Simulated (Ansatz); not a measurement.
Runs of Ansatz 0.2.0 on Rh. It takes space group Fm-3m (No. 225, cubic). Conventional cell: a = 3.796 Å, b = 3.796 Å, c = 3.796 Å, α = 90.00°, β = 90.00°, γ = 90.00°. Rh (site symmetry m-3m) is surrounded by 12 Rh at 2.68 Å. 

| task | level | cell | smearing | gap on the mesh (eV) | pressure (GPa) | relaxed volume (Å³/atom) |
| --- | --- | --- | --- | --- | --- | --- |
| single point | PBE | as given | gaussian 0.024 eV | none | 7.2 | - |
| single point | PBE | as given | gaussian 0.018 eV | none | 7.2 | - |
| single point | PBE | as given | gaussian 0.025 eV | none | 7.2 | - |
| relaxation of cell and atoms | RPBE+D3(BJ) | relaxed | fermi-dirac 0.05 eV | - | 0.0 | 12.40 |
| single point | PBE | as given | gaussian 0.022 eV | none | 7.2 | - |
| relaxation of cell and atoms | RPBE+D4 | relaxed | fermi-dirac 0.05 eV | - | 0.0 | (a) |
| single point | PBE | as given | gaussian 0.021 eV | none | 7.2 | - |
| single point | PBE | as given | gaussian 0.023 eV | none | 7.2 | - |

Alike in all rows: potentials or basis Ansatz PAW; no spin polarisation; k mesh 12 × 12 × 12; cutoff (eV) 420.

Q: Fill in the values left out.

A: (a) 13.39.

Caveats: the plane-wave basis is chosen anew once the cell has moved, so the energies of steps on either side of that aren't comparable (some runs); the PAW data sets come from PBE, with cores solved anew for the run's functional, which leaves a small shift of forces and pressure (some runs).

A k mesh can miss the band edges, and the runs leave out spin-orbit coupling on Rh.

A gap of «none» marks a metal or a gap under the smearing width.
